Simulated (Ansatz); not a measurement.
**Point defect: Zr on a Si site in SiO2**

The calculation used Ansatz, DFT PBE, scalar-relativistic, plane waves, PAW. Settings: 420 eV cutoff, 2×2×2 k-mesh, shifted by half a step, Gaussian smearing of 0.01 eV, collinear spin in charge +1, -1 alone.

Host crystal, relaxed:

```
CELL_PARAMETERS angstrom
5.08327 0.00000 0.00000
0.00000 5.08327 0.00000
0.00000 0.00000 7.09774
ATOMIC_POSITIONS crystal
Si 0.20602 0.20602 0.00000
Si 0.29398 0.70602 0.75000
Si 0.70602 0.29398 0.25000
Si 0.79398 0.79398 0.50000
O 0.59368 0.74113 0.67433
O 0.40632 0.25887 0.17433
O 0.74113 0.59368 0.32567
O 0.24113 0.90632 0.92433
O 0.25887 0.40632 0.82567
O 0.09368 0.75887 0.57567
O 0.90632 0.24113 0.07567
O 0.75887 0.09368 0.42433
```

Supercell of 48 atoms, rows in host cell vectors: 1 1 1; 1 -1 -1; -1 1 -1. Atoms relax at the host's cell, keeping the symmetry that the supercell leaves at the site. The cell is small, so energies carry finite-size errors of tenths of an eV. The host's Kohn–Sham gap is 5.51 eV. Atoms are taken from and returned to the elements' standard states.

Defect: Zr on a Si site set at (0.206, 0.206, 0.000) of the host cell. In charge 0 some atom moved by up to 0.5 Å, so the relaxed defect can differ in kind from the start. Before relaxation its nearest neighbours are 4 O at 1.62 Å.

| charge | E_f at the valence band top (eV) | moment (μB) | largest move (Å) | atoms near the site |
| --- | --- | --- | --- | --- |
| 0 | -0.70 | 0.00 | 0.52 | 2 O at 1.95 Å, 2 O at 1.96 Å |

Cost: 4 runs of about 3.6 core-hours in all, on Arm Neoverse V1 (shared hosts).